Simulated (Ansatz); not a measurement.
# Residual resistivity of an alloy: Os(0001) with 2 layers of random Os-Pt, 2x2

How strongly does chemical disorder scatter in Os(0001) with 2 layers of random Os-Pt, 2x2?

Main program and level: Ansatz 0.2.0; Ansatz plane-wave DFT, PBE, PAW files; ballistic transport by layer matching (Landauer), zero bias; PAW set soft_1.

Most raw output is cut from this account.

## (1) The starting structure

The cell holds 48 atoms: 47 Os and 1 Pt. Cell: a = 5.468 Å, b = 5.468 Å, c = 25.918 Å, α = 90.0°, β = 90.0°, γ = 120.0°. It derives from Os. Regions: lead, 40 atoms (40 Os); scattering region, 8 atoms (7 Os and 1 Pt). The structure is stacked along c, and the current runs across the ab planes.

## (2) With 2 alloy layers

In 2 layers a share of 0.125 of the sites is given to Pt at random. The layers about the cell's end stay perfect and serve as the lead. Energies from -0.05 to 0.05 eV in steps of 0.05 eV are too few for the program's thermal sum, so it prints no conductance; for a metal the transmission near the Fermi level serves, at a fraction of the cost.

input.yaml reads:

```yaml
crystal:
  lattice:
    - [5.4682, 0.0, 0.0]
    - [-2.7341, 4.735600113, 0.0]
    - [0.0, 0.0, 25.9182]
  atoms:
    - { symbol: Os, position: [0.1666666667, 0.3333333333, 0.0416666667] }
    - { symbol: Os, position: [0.1666666667, 0.8333333333, 0.0416666667] }
    - { symbol: Os, position: [0.6666666667, 0.3333333333, 0.0416666667] }
    - { symbol: Os, position: [0.6666666667, 0.8333333333, 0.0416666667] }
    - { symbol: Os, position: [0.3333333333, 0.1666666667, 0.125] }
    - { symbol: Os, position: [0.3333333333, 0.6666666667, 0.125] }
    - { symbol: Os, position: [0.8333333333, 0.1666666667, 0.125] }
    - { symbol: Os, position: [0.8333333333, 0.6666666667, 0.125] }
[... 36 atom lines left out ...]
    - { symbol: Os, position: [0.3333333333, 0.1666666667, 0.9583333333] }
    - { symbol: Os, position: [0.3333333333, 0.6666666667, 0.9583333333] }
    - { symbol: Os, position: [0.8333333333, 0.1666666667, 0.9583333333] }
    - { symbol: Os, position: [0.8333333333, 0.6666666667, 0.9583333333] }
kpoints:
  mp_grid: { grid: [5, 5, 1] }
hamiltonian:
  xc: pbe
  pseudopotentials: { kind: paw, azcp: { folder: soft_1 } }
scf:
  occupations: { method: fermi_dirac, width: 0.1 }
output:
  transmission:
    leads: [[0, 8]]
    kmesh: [10, 10]
    e_range: [-0.05, 0.05]
    de: 0.05
  write_potential: true
  write_density: true
  volumetric_format: npy
```

Command:

```
ansatz run input.yaml --threads 4 --pin off --max-ram 15360MiB --backend cpu --events-out ev --progress --plain --runs-dir out
```

Elapsed: 3.6 min, on 4 threads of Intel Xeon Platinum 8259CL at 2.50GHz (Skylake/Cascade Lake), shared host; peak memory 5.8 GiB.

This step gave:

```
free energy                                    : -547662.0393 eV
energy at zero smearing                        : -547661.4809 eV
Fermi energy                                   : 26.07 eV
cell area                                      : 25.90 Å²
transmission per spin nearest the Fermi level  : 3.747
open channels per spin nearest the Fermi level : 4.49
step of the lead's potential                   : 3.1 meV
```

Per spin. Transmission, zone mean against energy, zero at the Fermi level:

```tsv
energy (eV)	transmission, zone mean
-0.0500	4.02
0.0000	3.75
0.0500	3.73
```

Per spin. Open channels, zone mean, lead against energy, zero at the Fermi level:

```tsv
energy (eV)	open channels, zone mean, lead
-0.0500	4.74
0.0000	4.49
0.0500	4.55
```

Transmission over k1 and k2. At 0.0000 eV from the Fermi level.

Values, 10 rows by 10 columns:
```
 3.5  3.7  3.7  3.7  3.7  3.7  3.5  1.9  1.0  1.9
 2.9  3.7  4.5  4.5  4.5  4.5  3.7  2.9  1.0  1.0
 2.9  3.7  4.5  4.4  4.0  4.4  4.5  3.7  2.9  1.9
 3.5  3.7  4.5  4.0  6.7  6.7  4.0  4.5  3.7  3.5
 3.1  3.7  4.5  4.4  6.7 10.4  6.7  4.4  4.5  3.7
 3.5  3.5  3.7  4.5  4.0  6.7  6.7  4.0  4.5  3.7
 2.9  1.9  2.9  3.7  4.5  4.4  4.0  4.4  4.5  3.7
 2.9  1.0  1.0  2.9  3.7  4.5  4.5  4.5  4.5  3.7
 3.5  1.9  1.0  1.9  3.5  3.7  3.7  3.7  3.7  3.7
 3.1  3.5  2.9  2.9  3.5  3.1  3.5  2.9  2.9  3.5
```
Columns: k1 (b1) from -0.5 to 0.4; rows upwards: k2 (b2) from -0.5 to 0.4.

Open channels over k1 and k2. At 0.0000 eV from the Fermi level.

Ten even steps from '0' (2.0) to '9' (11.0):
```
2333332101
1333333100
1333333311
2333553332
2333595333
2233355333
1113333333
1001333333
2101233333
2211222112
```
Columns: k1 (b1) from -0.5 to 0.4; rows upwards: k2 (b2) from -0.5 to 0.4.

Over the solved energies the transmission per spin lies between 3.73 and 4.02, out of 4.59 channels of the lead on average (up to 4.74).

## (3) With 6 alloy layers

In 6 layers a share of 0.125 of the sites is given to Pt at random. A fresh draw is used; the growth of the resistance with length is what counts.

System of this step: Os(0001) with 6 layers of random Os-Pt, 2x2. The cell holds 64 atoms: 61 Os and 3 Pt. Its edges and angles: a = 5.468 Å, b = 5.468 Å, c = 34.558 Å, α = 90.0°, β = 90.0°, γ = 120.0°. It derives from Os. Regions: lead, 40 atoms (40 Os); scattering region, 24 atoms (21 Os and 3 Pt). The structure is stacked along c, and the current runs across the ab planes.

input.yaml reads:

```yaml
crystal:
  lattice:
    - [5.4682, 0.0, 0.0]
    - [-2.7341, 4.735600113, 0.0]
    - [0.0, 0.0, 34.5576]
  atoms:
    - { symbol: Os, position: [0.1666666667, 0.3333333333, 0.03125] }
    - { symbol: Os, position: [0.1666666667, 0.8333333333, 0.03125] }
    - { symbol: Os, position: [0.6666666667, 0.3333333333, 0.03125] }
    - { symbol: Os, position: [0.6666666667, 0.8333333333, 0.03125] }
    - { symbol: Os, position: [0.3333333333, 0.1666666667, 0.09375] }
    - { symbol: Os, position: [0.3333333333, 0.6666666667, 0.09375] }
    - { symbol: Os, position: [0.8333333333, 0.1666666667, 0.09375] }
    - { symbol: Os, position: [0.8333333333, 0.6666666667, 0.09375] }
[... 52 atom lines left out ...]
    - { symbol: Os, position: [0.3333333333, 0.1666666667, 0.96875] }
    - { symbol: Os, position: [0.3333333333, 0.6666666667, 0.96875] }
    - { symbol: Os, position: [0.8333333333, 0.1666666667, 0.96875] }
    - { symbol: Os, position: [0.8333333333, 0.6666666667, 0.96875] }
kpoints:
  mp_grid: { grid: [5, 5, 1] }
hamiltonian:
  xc: pbe
  pseudopotentials: { kind: paw, azcp: { folder: soft_1 } }
scf:
  occupations: { method: fermi_dirac, width: 0.1 }
output:
  transmission:
    leads: [[0, 8]]
    kmesh: [10, 10]
    e_range: [-0.05, 0.05]
    de: 0.05
  write_potential: true
  write_density: true
  volumetric_format: npy
```

Elapsed: 20 min, on 4 threads; peak memory 11 GiB.

Numbers from this step:

| Quantity | Value |
| --- | --- |
| free energy | -732113.0834 eV |
| energy at zero smearing | -732112.3262 eV |
| Fermi energy | 26.12 eV |
| transmission per spin nearest the Fermi level | 3.123 |
| open channels per spin nearest the Fermi level | 4.55 |
| step of the lead's potential | 6.1 meV |

Per spin. The transmission, zone mean by energy, zero at the Fermi level:

```tsv
energy (eV)	transmission, zone mean
-0.0500	3.16
0.0000	3.12
0.0500	3.11
```

Over the solved energies the transmission per spin lies between 3.11 and 3.16, out of 4.53 channels of the lead on average (up to 4.55).

## (4) With 10 alloy layers

In 10 layers a share of 0.125 of the sites is given to Pt at random. A fresh draw is used; the growth of the resistance with length is what counts.

System of this step: Os(0001) with 10 layers of random Os-Pt, 2x2. The cell holds 80 atoms: 75 Os and 5 Pt. Cell: a = 5.468 Å, b = 5.468 Å, c = 43.197 Å, α = 90.0°, β = 90.0°, γ = 120.0°. It derives from Os. Regions: lead, 40 atoms (40 Os); scattering region, 40 atoms (35 Os and 5 Pt). The structure is stacked along c, and the current runs across the ab planes.

input.yaml reads:

```yaml
crystal:
  lattice:
    - [5.4682, 0.0, 0.0]
    - [-2.7341, 4.735600113, 0.0]
    - [0.0, 0.0, 43.197]
  atoms:
    - { symbol: Os, position: [0.1666666667, 0.3333333333, 0.025] }
    - { symbol: Os, position: [0.1666666667, 0.8333333333, 0.025] }
    - { symbol: Os, position: [0.6666666667, 0.3333333333, 0.025] }
    - { symbol: Os, position: [0.6666666667, 0.8333333333, 0.025] }
    - { symbol: Os, position: [0.3333333333, 0.1666666667, 0.075] }
    - { symbol: Os, position: [0.3333333333, 0.6666666667, 0.075] }
    - { symbol: Os, position: [0.8333333333, 0.1666666667, 0.075] }
    - { symbol: Os, position: [0.8333333333, 0.6666666667, 0.075] }
[... 68 atom lines left out ...]
    - { symbol: Os, position: [0.3333333333, 0.1666666667, 0.975] }
    - { symbol: Os, position: [0.3333333333, 0.6666666667, 0.975] }
    - { symbol: Os, position: [0.8333333333, 0.1666666667, 0.975] }
    - { symbol: Os, position: [0.8333333333, 0.6666666667, 0.975] }
kpoints:
  mp_grid: { grid: [5, 5, 1] }
hamiltonian:
  xc: pbe
  pseudopotentials: { kind: paw, azcp: { folder: soft_1 } }
scf:
  occupations: { method: fermi_dirac, width: 0.1 }
output:
  transmission:
    leads: [[0, 8]]
    kmesh: [10, 10]
    e_range: [-0.05, 0.05]
    de: 0.05
  write_potential: true
  write_density: true
  volumetric_format: npy
```

Wall time 27 min (4 threads); peak memory 8.9 GiB; 1.6 h of CPU time.

This step gave:

| Property | Result |
| --- | --- |
| free energy | -916564.2298 eV |
| energy at zero smearing | -916563.3233 eV |
| transmission per spin nearest the Fermi level | 2.429 |
| open channels per spin nearest the Fermi level | 4.51 |
| step of the lead's potential | 4.4 meV |

Per spin. The transmission, zone mean by energy, zero at the Fermi level:

```tsv
energy (eV)	transmission, zone mean
-0.0500	2.58
0.0000	2.43
0.0500	2.46
```

Over the solved energies the transmission per spin lies between 2.43 and 2.58, out of 4.52 channels of the lead on average (up to 4.55).

## (5) Resistance against length

This step: Ansatz plane-wave DFT, PBE, PAW files; ballistic transport by layer matching (Landauer), zero bias; residual resistivity from the slope of the area resistance, atoms on the host's lattice; PAW set soft_1 (Ansatz 0.2.0).

This step gave:

| Quantity | Value |
| --- | --- |
| resistivity | 26.59 µΩ cm |
| intercept | 0.01448 fΩ m² |
| scatter about the fit | 0.02082 fΩ m² |

Resistance, by row:

```tsv
run	length (Å)	T	channels N	RA (fΩ m²)
n2	4.32	3.834	4.593	0.144
n6	12.96	3.133	4.533	0.3296
n10	21.6	2.489	4.52	0.6034
```

The area resistance by length of the alloy:

```tsv
length of the alloy (Å)	area resistance (fΩ m²)
4.32	0.144
12.96	0.330
21.60	0.603
```

The area resistance goes from 0.14 to 0.60 fΩ m² between 4.3 and 21.6 Å, a slope of 27 µΩ cm.

By hand from the end points: (0.6034 − 0.1440) fΩ m² / (21.60 − 4.32) Å = 27 µΩ cm, since 1 fΩ m² per Å is 1000 µΩ cm.

## (6) Results

```
resistivity from the slope  : 26.6 µΩ cm
area resistance over 4.32 Å : 0.144 fΩ m²
area resistance over 13.0 Å : 0.330 fΩ m²
area resistance over 21.6 Å : 0.603 fΩ m²
```

**Reading.** The slope gives 27 µΩ cm. The points scatter by 0.021 fΩ m² about the line, with one random draw a length in a 2x2 cell, so the slope is a rough value. The lead's own channel count moves between the runs (4.59, 4.53 and 4.52), which shifts RA and the slope too. Read with a model of isotropic scattering on a spherical Fermi surface and the lead's 1.4×10¹⁵ S/m², this slope means a mean free path near 22 Å; over these lengths the model's slope is 1.05 times its bulk resistivity, which would be 25 µΩ cm. The draw over the shortest length came out nearly ordered, with 12 symmetry operations, so that point is a poor sample of a random alloy. The atoms sit on the host's lattice, so scattering by size misfit is left out. Spin-orbit coupling is left out, which matters for Os and Pt.

[Logs are printed without paths, hosts, clocks, repeated set-up lines and the standing remarks that a program may print on its own settings, such as how far it seeks lower states.]

[Hosts, paths, dates, database ids (printed as entryN), source tags and the programs' standing remarks are cut or masked in the printed files.]
